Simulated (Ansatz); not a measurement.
# Calculated with Ansatz: TiPbO$_{3}$, relaxation

Launch command:

```bash
ansatz run input.yaml --threads 2 --pin off --max-ram 4096MiB --backend cpu --events-out ev --progress --plain --runs-dir out
```

The input file (Ansatz 0.2.0, plane waves):

```yaml
crystal:
  lattice:
    - [3.92943376, 3.92943376, 0.0]
    - [3.92943376, -3.92943376, 0.0]
    - [0.0, 0.0, 4.1820074]
  atoms:
    - { symbol: Ti, position: [0.0, 0.0, 0.0337] }
    - { symbol: Ti, position: [0.5, 0.5, 0.0337] }
    - { symbol: Pb, position: [0.0, 0.5, 0.5] }
    - { symbol: Pb, position: [0.5, 0.0, 0.5] }
    - { symbol: O, position: [0.0, 0.0, 0.6088] }
    - { symbol: O, position: [0.5, 0.5, 0.6088] }
    - { symbol: O, position: [0.25, 0.25, 0.1123] }
    - { symbol: O, position: [0.75, 0.75, 0.1123] }
    - { symbol: O, position: [0.25, 0.75, 0.1123] }
    - { symbol: O, position: [0.75, 0.25, 0.1123] }
kpoints:
  mp_grid: { grid: [4, 4, 6], shift: [0, 0, 0] }
magnetization:
  spin_polarized: true
scf:
  occupations: { method: fermi_dirac }
  lower_state_search: "off"
hamiltonian:
  pseudopotentials: { kind: paw }
  xc: pbe
  hubbard: { projectors: atomic, sites: [{ species: Ti, l: d, u_eff: 2.44 }] }
basis:
  ecutwfc: 420
  fft_grid_basis: typed
relax:
  max_steps: 40
output:
  forces: true
  stress: true
  eigenvalues: true
  bader: true
  populations: true
  elf: true
  write_potential: true
  volumetric_format: npy
  dos:
    e_range: [-12, 8]
    de: 0.05
    projected: { site_lists: { O: [O], Pb: [Pb], Ti: [Ti] } }
  write_density: true
checkpoint:
  read: saved_state
```

Origin of the cell: a database entry, scaled a little.

The smearing width isn't typed, so it takes its default of 0.1 eV.

The saved state is a converged single point of the same cell.

Excerpt of the output:

```
SCF iter   1: F=—  HF=-32219.333019 eV  Δρ=1.80e-3  dr2=1.27e-3  dr2_m=0.00e0  M=0.000 μB ∫|m|=0.000 μB
SCF iter   2: F=—  HF=-32219.347281 eV  Δρ=1.28e-3  dr2=6.04e-4  dr2_m=0.00e0  M=0.000 μB ∫|m|=0.000 μB
SCF iter   3: F=—  HF=-32219.361687 eV  Δρ=2.40e-4  dr2=1.76e-4  dr2_m=0.00e0  M=0.000 μB ∫|m|=0.000 μB
SCF iter   4: F=—  HF=-32219.361903 eV  Δρ=2.82e-5  dr2=2.55e-6  dr2_m=0.00e0  M=0.000 μB ∫|m|=0.000 μB
SCF iter   5: F=—  HF=-32219.361901 eV  Δρ=1.27e-5  dr2=8.19e-7  dr2_m=0.00e0  M=0.000 μB ∫|m|=0.000 μB
SCF iter   6: F=—  HF=-32219.361901 eV  Δρ=5.55e-6  dr2=1.82e-7  dr2_m=0.00e0  M=0.000 μB ∫|m|=0.000 μB
SCF iter   7: F=-32219.361901 eV  HF=-32219.361901 eV  Δρ=2.83e-6  dr2=4.42e-8  dr2_m=0.00e0  M=0.000 μB ∫|m|=0.000 μB
relax step   1: F+E_penalty+E_count = -32219.361901 eV  Δ(F+E_penalty+E_count) = +0.000e0 eV  max|allowed force component| = 1.662e-1 eV/Å  Δτ_max = 0.0000 Å  (7 SCF iters, accepted)
relax step   2: F+E_penalty+E_count = -32219.365203 eV  Δ(F+E_penalty+E_count) = -3.302e-3 eV  max|allowed force component| = 1.460e-1 eV/Å  Δτ_max = 0.0385 Å  (7 SCF iters, dr2 threshold 1.73e-6 eV, accepted)
relax step   3: F+E_penalty+E_count = -32219.367844 eV  Δ(F+E_penalty+E_count) = -2.641e-3 eV  max|allowed force component| = 2.459e-2 eV/Å  Δτ_max = 0.0138 Å  (6 SCF iters, dr2 threshold 1.33e-6 eV, accepted)
relax step   4: F+E_penalty+E_count = -32219.367916 eV  Δ(F+E_penalty+E_count) = -7.158e-5 eV  max|allowed force component| = 1.729e-2 eV/Å  Δτ_max = 0.0010 Å  (5 SCF iters, accepted)
relax step   5: F+E_penalty+E_count = -32219.367951 eV  Δ(F+E_penalty+E_count) = -3.512e-5 eV  max|allowed force component| = 4.370e-3 eV/Å  Δτ_max = 0.0012 Å  (5 SCF iters, accepted)
SCF 5 converged in 5 iterations: F = -32219.367951 eV  dr2 = 4.39e-8
SCF converged after 5 iterations
Magnetization: 0.0000 μB (44.0000 up, 44.0000 down)
Absolute magnetization: 0.0000 μB (∫|ρ↑−ρ↓|)
Spin contamination: 0.0000 ħ² per cell (⟨S²⟩ above its minimum at these occupations)
Per-site moments (μB) at R_I (Å): [(0.0, 0.733738), (0.0, 0.733738), (0.0, 1.041369), (0.0, 1.041369), (0.0, 0.733738), (0.0, 0.733738), (0.0, 0.822170), (0.0, 0.822170), (0.0, 0.822170), (0.0, 0.822170)]
Free energy (F): -32219.367951 eV
Harris-Foulkes:  -32219.367951 eV  (|F-HF|=2.70e-8)
Internal energy: -32219.367942 eV  (E = F + TS)
E sigma→0 (E₀):  -32219.367947 eV
Entropy (-TS):   -0.000009 eV (-0.001 meV/atom)
Fermi energy:    11.036083 eV
--- Per-component energies (eV) ---
  E_band       = -378.666505
  E_kinetic    = 2168.696713
  E_local      = -5453.397562  (includes V_loc(G=0)·N_el)
  E_nonlocal   = 993.783014
  E_hartree    = 2097.566155
  E_xc         = -1084.620365
  E_vxc        = -1080.260600  (∫ρ·V_xc dr)
  E_hubbard    = 5.538746  (on-site DFT+U / exact-exchange correction)
  E_vhub       = 2.032732  (the Hubbard potential's part of the band-sum identity)
  E_paw        = -23842.108973  (= ΣΔE_a)
  E_vpaw       = -1204.666453  (= ΣTr[D̂ρ^β])
  E_aug_tail   = 0.014964  (compensation charges beyond the density's cutoff)
  E_ewald      = -7104.840635
  E_smearing   = -0.000009  (= −TS)
  Σ components = -32219.367951   (vs F -32219.367951, Δ=0.00e0)
--- Forces (eV/Å), atoms counted from 1 ---
  atom   1  Ti    -0.000000    -0.000000    -0.004355
  atom   2  Ti    -0.000000    -0.000000    -0.004355
  atom   3  Pb    -0.000000     0.000000    -0.000169
  atom   4  Pb    -0.000000     0.000000    -0.000169
  atom   5  O      0.000000     0.000000     0.004340
  atom   6  O      0.000000     0.000000     0.004340
  atom   7  O     -0.000000     0.000000     0.000129
  atom   8  O     -0.000000     0.000000     0.000129
  atom   9  O      0.000000     0.000000     0.000129
  atom  10  O      0.000000     0.000000     0.000129
  max |Σ_I F_I| component: 1.46e-4 eV/Å
--- Stress (GPa, compression-positive) ---
        2.221714       0.000000      -0.000000
        0.000000       2.221714      -0.000000
       -0.000000       0.000000       3.404671
  P = ⅓ Tr σ = 2.6160 GPa (26.160 kbar)
Occupation matrices written to <dir>
--- Relaxed structure (5 steps of the walk, 5 accepted, 0 SCFs on fresh bases) ---
  F+E_penalty+E_count = -32219.367951 eV   max|allowed force component| = 4.370e-3 eV/Å
  atoms:
    - { symbol: Ti, position: [0.0, 0.0, 0.034553] }
    - { symbol: Ti, position: [0.5, 0.5, 0.034553] }
    - { symbol: Pb, position: [0.0, 0.5, 0.493826] }
    - { symbol: Pb, position: [0.5, 0.0, 0.493826] }
    - { symbol: O, position: [0.0, 0.0, 0.609216] }
    - { symbol: O, position: [0.5, 0.5, 0.609216] }
    - { symbol: O, position: [0.25, 0.25, 0.114752] }
    - { symbol: O, position: [0.75, 0.75, 0.114752] }
    - { symbol: O, position: [0.25, 0.75, 0.114752] }
    - { symbol: O, position: [0.75, 0.25, 0.114752] }
--- Löwdin populations: 10 sites ---
  site symbol       q [e]    m [muB]
     0     Ti     10.6443     0.0000
     1     Ti     10.6443     0.0000
     2     Pb     13.0531     0.0000
     3     Pb     13.0531     0.0000
     4      O      6.6619     0.0000
     5      O      6.6619     0.0000
     6      O      6.7381     0.0000
     7      O      6.7381     0.0000
     8      O      6.7381     0.0000
     9      O      6.7381     0.0000
  spilling = 0.003738 (of n_electrons = 88.000000)
--- Bader charges: 10 sites ---
  site symbol  charge [e]  shift [e]    m [muB]
     0     Ti      2.2496     0.0051     0.0000
     1     Ti      2.2496     0.0051     0.0000
     2     Pb      1.3764     0.0001     0.0000
     3     Pb      1.3764     0.0001     0.0000
     4      O     -1.1610     0.0033     0.0000
     5      O     -1.1610     0.0033     0.0000
     6      O     -1.2325     0.0009     0.0000
     7      O     -1.2325     0.0009     0.0000
     8      O     -1.2325     0.0009     0.0000
     9      O     -1.2325     0.0009     0.0000
  estimated error of the sums over rays = 5.4e-4 e
```

Before:

Space group P4mm (No. 99); the run's cell has a = 5.557 Å, b = 5.557 Å, c = 4.182 Å, α = 90.00°, β = 90.00°, γ = 90.00°. Shortest distances: O–Ti 1.78 Å, O–Pb 2.55 Å, O–O 2.78 Å, Pb–Ti 3.39 Å.

The relaxed structure.

Space group P4mm (No. 99); the run's cell has a = 5.557 Å, b = 5.557 Å, c = 4.182 Å, α = 90.00°, β = 90.00°, γ = 90.00°. Shortest distances: O–Ti 1.78 Å, O–Pb 2.52 Å, O–O 2.78 Å, Pb–Ti 3.38 Å.

- Free energy lowered by: 0.6 meV/atom
- Final pressure: 2.62 GPa
- Relaxation steps listed: 5
- Gap on the mesh: 2.02 eV

Caveats: no spin-orbit coupling, though heavy elements are present; spin is on but no moment was typed; the SCF threshold is looser than advised for a stress; the relaxation held the start's symmetry, so the end may be a saddle point.

It ran for 100 s on 2 threads of Arm Neoverse V1, on a shared host, peak memory 0.64 GiB, from a saved density.
